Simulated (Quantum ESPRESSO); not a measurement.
TiTe, 4 atoms in the cell. Symmetry: P6_3/mmc, No. 194, hexagonal system. The conventional cell has a = 3.842 Å, b = 3.842 Å, c = 6.403 Å, α = 90.00°, β = 90.00°, γ = 120.00°. Te (site symmetry -6m2) is surrounded by 6 Ti at 2.74 Å. Around Ti (site symmetry -3m) lie 6 Te at 2.74 Å. 

| Quantity | Value |
| --- | --- |
| Program | Quantum ESPRESSO 7.5 |
| Task | single point |
| Functional | PBEsol |
| Potentials or basis | GBRV 1.5 PBEsol |
| Cutoff | 612 eV |
| Density cutoff | 4898 eV |
| k mesh | 8 × 8 × 4 |
| Occupations | fermi-dirac, width 0.05 eV |
| Spin | no spin polarisation |
| Mixing beta | 0.5 |
| Most SCF iterations | 120 |
| SCF threshold | 8e-10 Ry |

Potentials or basis: GBRV 1.5 PBEsol.

Command:

```sh
$ OMP_NUM_THREADS=1 mpirun -n 2 pw.x -nk 2 -in pw.in > pw.out
$ OMP_NUM_THREADS=1 mpirun -n 1 pp.x -in pp_density.in > pp_density.out
$ OMP_NUM_THREADS=1 mpirun -n 1 pp.x -in pp_potential.in > pp_potential.out
```

Hardware: 2 MPI ranks on AMD EPYC 9R45 96-Core Processor (Zen 5), on a shared host.

**Question.** Estimate the wall time of this run.

**Answer.** It took 16 s on 2 MPI ranks on AMD EPYC 9R45 96-Core Processor (Zen 5), on a shared host, peak memory 0.38 GiB a rank. Counts: scf iterations 10, k pools 2, bands 26, k points 30, g dense 63733.
